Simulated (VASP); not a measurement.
A run of VASP 6.6.1:

File INCAR:

```
  PREC = Accurate
  ENCUT = 520
  EDIFF = 1E-7
  ISMEAR = 0
  SIGMA = 0.3
  LREAL = F
  LASPH = T
  NELM = 100
  ALGO = Normal
  ISIF = 3
  LWAVE = F
  LCHARG = F
  GGA = PE
  IBRION = 2
  NSW = 80
  EDIFFG = -0.002
```

Contents of KPOINTS:

```
Automatic mesh
0
Gamma
  18 18 18
```

The input POSCAR:

```
Pt
1.0
    0.0000000000      1.9609000000      1.9609000000
    1.9609000000      0.0000000000      1.9609000000
    1.9609000000      1.9609000000      0.0000000000
Pt
1
Direct
    0.0000000000      0.0000000000      0.0000000000
```

Potentials or basis: VASP PAW PBE potentials, release 64 (Pt).

Launch:

```sh
$ cat potpaw_PBE.64/Pt/POTCAR > POTCAR
$ mpirun -np 1 vasp_std > vasp.out
```

Hardware: 1 thread of Intel(R) Xeon(R) Platinum 8488C (Sapphire Rapids), on a shared host.

Question: Estimate the wall time of this run.

Answer: Run time: 80 s on 1 thread of Intel(R) Xeon(R) Platinum 8488C (Sapphire Rapids), with other jobs on the host, peak memory 0.17 GiB. Counts: scf iterations 73, k points 195, ion steps 17.
